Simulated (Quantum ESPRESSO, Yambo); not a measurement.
# A GW chain in Yambo: CdTe (F-43m), part 2 of 3

Wanted: ground state, empty states, screening and self-energy for CdTe (F-43m).

Quantum ESPRESSO 7.5 and Yambo 5.3.0; PBE and many-body steps on it, plane waves. Known limits of the many-body steps: not at the basis limit; coarse k mesh.

So far. Step 2 (Ground state): The gap is direct, at Γ. Step 3 (Bands along the symmetry lines): The gap is 0.504 eV, as in the run before at this level.

### 4. Empty states on the mesh, 4×4×4 mesh, 274 bands

Level of this step: DFT, PBE with spin-orbit coupling, plane waves, norm-conserving pseudopotentials (Quantum ESPRESSO).

The sums over transitions need many empty states on a uniform mesh; this step solves for them.

pw.in

```
&control
  calculation = 'nscf'
  prefix = 'x'
  outdir = 'o'
  pseudo_dir = 'pseudo'
/
&system
  ibrav = 0
  nat = 2
  ntyp = 2
  ecutwfc = 94.0
  nbnd = 274
  force_symmorphic = .true.
  noncolin = .true.
  lspinorb = .true.
/
&electrons
  conv_thr = 1e-9
  electron_maxstep = 80
  diago_full_acc = .true.
  diago_thr_init = 5e-6
/
ATOMIC_SPECIES
  Cd 112.41 Cd.upf
  Te 127.6 Te.upf
CELL_PARAMETERS angstrom
  0.0000000000 3.2400000000 3.2400000000
  3.2400000000 0.0000000000 3.2400000000
  3.2400000000 3.2400000000 0.0000000000
ATOMIC_POSITIONS crystal
  Cd 0.0000000000 0.0000000000 0.0000000000
  Te 0.2500000000 0.2500000000 0.2500000000
K_POINTS automatic
  4 4 4 0 0 0
```

Command:

```sh
OMP_NUM_THREADS=1 mpirun -n 4 pw.x -nk 4 -in pw.in > pw.out
```

Output:

```text
[banner, memory and clock lines left out]
Program PWSCF v.7.5 starts

     Atomic positions and unit cell read from directory:
     o/x.save/

     Message from routine setup:
     using ibrav=0 with symmetry is DISCOURAGED, use correct ibrav instead

     G-vector sticks info

     bravais-lattice index     =            0
     lattice parameter (alat)  =       8.6588  a.u.
     unit-cell volume          =     459.0517 (a.u.)^3
     number of atoms/cell      =            2
     number of atomic types    =            2
     number of electrons       =        44.00
     number of Kohn-Sham states=          274
     kinetic-energy cutoff     =      94.0000  Ry
     charge density cutoff     =     376.0000  Ry
     Exchange-correlation= PBE
                           (   1   4   3   4   0   0   0)
     Non magnetic calculation with spin-orbit

     celldm(1)=   8.658823  celldm(2)=   0.000000  celldm(3)=   0.000000
     celldm(4)=   0.000000  celldm(5)=   0.000000  celldm(6)=   0.000000

     crystal axes: (cart. coord. in units of alat)
               a(1) = (   0.000000   0.707107   0.707107 )
               a(2) = (   0.707107   0.000000   0.707107 )
               a(3) = (   0.707107   0.707107   0.000000 )

     reciprocal axes: (cart. coord. in units 2 pi/alat)
               b(1) = ( -0.707107  0.707107  0.707107 )
               b(2) = (  0.707107 -0.707107  0.707107 )
               b(3) = (  0.707107  0.707107 -0.707107 )
     Pseudo is Norm-conserving + core correction, Zval = 20.0
     Generated using ONCVPSP code by D. R. Hamann
     Using radial grid of 1368 points, 10 beta functions with:
     Pseudo is Norm-conserving + core correction, Zval = 24.0
     Generated using ONCVPSP code by D. R. Hamann
     Using radial grid of 1324 points, 10 beta functions with:
     Cd               20.00   112.41000     Cd( 1.00)
     Te               24.00   127.60000     Te( 1.00)

     24 Sym. Ops. (no inversion) found

   Cartesian axes

     site n.     atom                  positions (alat units)
         1        Cd     tau(   1) = (   0.0000000   0.0000000   0.0000000  )
         2        Te     tau(   2) = (   0.3535534   0.3535534   0.3535534  )

     number of k points=     8
                       cart. coord. in units 2pi/alat
        k(    1) = (   0.0000000   0.0000000   0.0000000), wk =   0.0156250
        k(    2) = (   0.1767767   0.1767767  -0.1767767), wk =   0.1250000
        k(    3) = (  -0.3535534  -0.3535534   0.3535534), wk =   0.0625000
[...]
k(    7) = (  -0.7071068   0.0000000   0.0000000), wk =   0.0468750
        k(    8) = (  -0.7071068   0.3535534   0.0000000), wk =   0.0937500

     Dense  grid:    56833 G-vectors     FFT dimensions: (  54,  54,  54)

     The potential is recalculated from file :
     o/x.save/charge-density

     Starting wfcs are   46 randomized atomic wfcs +  228 random wfcs

     Band Structure Calculation

     End of band structure calculation

          k = 0.0000 0.0000 0.0000 (  7119 PWs)   bands (ev):

  -150.2832-150.2832-107.1009-107.1009 -97.3932 -97.3932 -97.3932 -97.3932
   -93.8252 -93.8252 -58.9303 -58.9303 -53.1100 -53.1100 -53.1100 -53.1100
   -28.5678 -28.5678 -28.5678 -28.5678 -27.1075 -27.1075 -27.1023 -27.1023
   -27.1023 -27.1023  -2.8832  -2.8832  -0.3025  -0.3025  -0.3025  -0.3025
[...]
[... 23 further rows ...]
[...]
80.6971  80.6971

          k = 0.1768 0.1768-0.1768 (  7075 PWs)   bands (ev):

  -150.2832-150.2832-107.1009-107.1009 -97.3932 -97.3932 -97.3932 -97.3932
[...]
[... 23 further rows ...]
[...]
84.2047  84.2047

          k =-0.3536-0.3536 0.3536 (  7120 PWs)   bands (ev):

  -150.2832-150.2832-107.1009-107.1009 -97.3932 -97.3932 -97.3932 -97.3932
[...]
27.1970  27.1970  27.2327  27.2327  28.7808  28.7808  29.7611  29.7611
     [... 23 further rows ...]
    82.0207  82.0207  82.0257  82.0257  82.1959  82.1959  82.8839  82.8839
    82.9057  82.9057

          k = 0.3536 0.0000 0.0000 (  7059 PWs)   bands (ev):

     [... further k-points ...]

     highest occupied, lowest unoccupied level (ev):     8.5543    9.0582

     XML data file, pseudopotentials, collected wavefunctions
```

Wall time 1.9 min (4 MPI ranks of Arm Neoverse V2, shared host); peak memory 1.6 GiB; 7.6 min of CPU time.

This step gave:

```yaml
gap: 0.5040 eV
k_of_the_valence_top: 0, 0, 0
k_of_the_conduction_bottom: 0, 0, 0
least_direct_gap: 0.5040 eV
k_points_computed: 8
lowest_point_of_the_top_converged_band_above_the_valence_top: 72.1428 eV
```

On this mesh the gap is 0.504 eV.

### 5. Conversion and set-up

This step: Yambo 5.3.0; conversion and set-up on PBE with spin-orbit coupling, plane waves, norm-conserving pseudopotentials.

The states are converted to the many-body program's format and the q mesh is built.

Command:

```sh
(cd o/x.save; p2y > p2y.log; mv SAVE ../..); yambo > setup.log
```

Output:

```text
 Yambo, version 5.3.0

 [02] CORE Variables Setup
 =========================

  [02.01] Unit cells
  ==================

  Cell kind             :  FCC
  Atoms in the cell     :  Cd  Te
  number of Cd atoms    :  1
  number of Te atoms    :  1

  List of atomic masses
  Mass of Cd    :  112.4100
  Mass of Te    :  127.6000

  List of atomic coordinates    : [cc]
  Cd1       :  0.000000  0.000000  0.000000  order 1
  Te1       :  3.061356  3.061356  3.061356  order 2

  Alat factors          :  6.122713  6.122713  6.122713 [a.u.]
  Direct lattice volume :  459.0517 [a.u.]
  Direct lattice vectors:  A[ 1 ]  A[ 2 ]  A[ 3 ]
   A[ 1 ]:  0.000000  1.000000  1.000000  [iru]
   0.000000  6.122713  6.122713  [cc]
   A[ 2 ]:  1.000000  0.000000  1.000000  [iru]
   6.122713  0.000000  6.122713  [cc]
   A[ 3 ]:  1.000000  1.000000  0.000000  [iru]
   6.122713  6.122713  0.000000  [cc]

  Recip. lattice volume :  0.540354 [a.u.]
  Recip. lattice vectors:  B[ 1 ]  B[ 2 ]  B[ 3 ]
   B[ 1 ]: -0.500000  0.500000  0.500000  [iku]
  -0.513105  0.513105  0.513105  [cc]
   B[ 2 ]:  0.500000 -0.500000  0.500000  [iku]
   0.513105 -0.513105  0.513105  [cc]
   B[ 3 ]:  0.500000  0.500000 -0.500000  [iku]
   0.513105  0.513105 -0.513105  [cc]

  [02.02] Symmetries
  ==================

  Inversion symmetry    : yes
  Spatial inversion     : no
  Inversion index       :  25
  K-space Time-reversal : yes
  Magnetic symmetries   : no
  Time-reversal derived K-space symmetries:   25   48
  Group table correct   : yes
  Symmetries units      :  [cc]

   [S  1]:   1.0000      0.54281E-17  0.54281E-17  0.54281E-17   1.0000     -0.54281E-17 -0.54281E-17 -0.54281E-17   1.0000
   [S  2]:  -1.0000     -0.54281E-17  0.54281E-17 -0.54281E-17  -1.0000     -0.54281E-17  0.54281E-17  0.54281E-17   1.0000
   [S  3]:  -1.0000      0.54281E-17 -0.54281E-17 -0.54281E-17   1.0000      0.54281E-17  0.54281E-17 -0.54281E-17  -1.0000
[...]
[S  9]:  0.54281E-17   1.0000      0.54281E-17 -0.54281E-17  0.54281E-17   1.0000       1.0000     -0.54281E-17 -0.54281E-17
   [S 10]:  0.54281E-17  -1.0000     -0.54281E-17 -0.54281E-17 -0.54281E-17  -1.0000       1.0000      0.54281E-17  0.54281E-17
     [... 36 further rows ...]
   [S*47]:   1.0000      0.54281E-17 -0.54281E-17  0.54281E-17 -0.54281E-17  -1.0000     -0.54281E-17   1.0000      0.54281E-17
   [S*48]:   1.0000     -0.54281E-17  0.54281E-17  0.54281E-17  0.54281E-17   1.0000     -0.54281E-17  -1.0000     -0.54281E-17

  [02.03] Reciprocal space
  ========================

  nG shells         :   480
  nG charge         :   56833
  nG WFs            :   8335
  nC WFs            :   7120
  G-vecs. in first 48 shells:  [ Number ]
     1    9   15   27   51   59   65   89  113
    137   169   181   229   259   283   307   331   339
    387   411   459   531   537   561   609   645   701
[...]
1639  1687  1759
  ...
[...]
K/Q-points units:
  rlu = crystal or reduced units; cc = cartesian coordinates; iku = interal k-units

  K [1]          [rlu]:  0.000000  0.000000  0.000000
         WF components:   7119
  K [2]          [rlu]: -0.71308E-17 -0.71308E-17  0.25000
         WF components:   7075
  K [3]          [rlu]:  0.14262E-16  0.14262E-16 -0.50000
         WF components:   7120
  K [4]          [rlu]: -0.21313E-17  0.25000      0.25000
         WF components:   7059
  K [5]          [rlu]: -0.70720E-17  0.25000     -0.50000
         WF components:   7053
  [... 2 further k-points ...]
  K [8]          [rlu]:  0.250000 -0.500000 -0.250000
         WF components:   7060

  [02.05] Energies & Occupations
  ==============================

  [X] === General ===
  [X] Electronic Temperature                        :  0.000000  0.000000 [eV K]
  [X] Bosonic    Temperature                        :  0.000000  0.000000 [eV K]
  [X] Finite Temperature mode                       : no
  [X] El. density                                   :  0.64683E+24 [cm-3]
  [X] Fermi Level                                   :  8.554277 [eV]

  [X] === Gaps and Widths ===
  [X] Conduction Band Min                           :  0.503960 [eV]
  [X] Valence Band Max                              :  0.000000 [eV]
  [X] Filled Bands                                  :   44
  [X] Empty Bands                                   :   45  274
  [X] Direct Gap                                    :  0.503960 [eV]
  [X] Direct Gap localized at k                     :  1
  [X] Indirect Gap                                  :  0.503960 [eV]
  [X] Indirect Gap between kpts                     :  1  1
  [X] Last valence band width                       :  2.405460 [eV]
  [X] 1st conduction band width                     :  3.251697 [eV]

  E @ K [1]:  [eV]
  -158.8374 -158.8374 -115.6552 -115.6552 -105.9475 -105.9475 -105.9475 -105.9475
  -102.3795 -102.3795  -67.4845  -67.4845  -61.6643  -61.6643  -61.6643  -61.6643
  -37.12204 -37.12204 -37.12204 -37.12204 -35.66173 -35.66173 -35.65657 -35.65657
[...]
occ @ K [1]
[...]
E @ K [2]:  [eV]
[...]
occ @ K [2]
[...]
E @ K [3]:  [eV]
[...]
occ @ K [3]
[...]
E @ K [4]:  [eV]
[...]
occ @ K [4]
[...]
E @ K [5]:  [eV]
[...]
occ @ K [5]
[...]
[... 2 further k-points ...]
  E @ K [8]:  [eV]
[...]
occ @ K [8]
[...]
0.000000  0.000000  0.000000  0.000000  0.000000  0.000000  0.000000  0.000000
   0.000000  0.000000  0.000000  0.000000  0.000000  0.000000  0.000000  0.000000

 [03] Transferred momenta grid and indexing
 ==========================================

 IBZ Q-points                                      :   8
 BZ  Q-points                                      :   64

 K/Q-points units:
 rlu = crystal or reduced units; cc = cartesian coordinates; iku = interal k-units

 Q [1]          [rlu]:  0.000000  0.000000  0.000000
 Q [2]          [rlu]: -0.71308E-17 -0.71308E-17  0.25000
 Q [3]          [rlu]:  0.14262E-16  0.14262E-16 -0.50000
[...]
Q [7]          [rlu]:  0.42627E-17 -0.50000     -0.50000
 Q [8]          [rlu]:  0.250000 -0.500000 -0.250000

  [03.01] X indexes
  =================

   [03.01.01] Sigma indexes
   ========================

 [06] Game Over & Game summary
```

The job ended after 4 s (1 MPI rank; peak memory 0.26 GiB).

[end of part 2 of 3]

[Paths, hosts, dates, memory and timing lines, banners, echoed tables and standing remarks are left out of the program output.]

[Logs are printed without paths, hosts, clocks, repeated set-up lines and the standing remarks that a program may print on its own settings, such as how far it seeks lower states.]

[Runs of the session that timed out or met a known fault of the program may be left out.]

[Hosts, paths, dates, database ids (printed as entryN), source tags and the programs' standing remarks are cut or masked in the printed files.]
